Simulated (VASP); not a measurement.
Input of a VASP 6.6.1 run:

INCAR

```
PREC = Accurate ; ENCUT = 520
EDIFF = 1E-6 ; ISMEAR = 1
SIGMA = 0.1 ; LREAL = False
LASPH = True ; NELM = 60
ALGO = Normal ; ISIF = 2
LWAVE = False ; LCHARG = True
LVHAR = True
```

KPOINTS

```
Automatic mesh
0
Gamma
  16 16 16
```

The input POSCAR:

```
ZrN                                     
1.0
    0.0000000000      2.2640940473      2.2640940473
    2.2640940473     -0.0000000000      2.2640940473
    2.2640940473      2.2640940473      0.0000000000
  Zr              N             
     1     1
Direct
     0.0000000000000000    0.0000000000000000    0.0000000000000000
     0.5000000000000000    0.5000000000000000    0.5000000000000000
```

Potentials or basis: VASP PAW LDA potentials, release 64 (Zr_sv, N).

Command:

```console
$ cat potpaw_LDA.64/Zr_sv/POTCAR potpaw_LDA.64/N/POTCAR > POTCAR
$ mpirun -np 1 vasp_std > vasp.out
```

Question: What does it give for the pressure?

Answer: 0.1 GPa.

Question: What does it give for the band gap on the k mesh?

Answer: None (metal or under the smearing width).
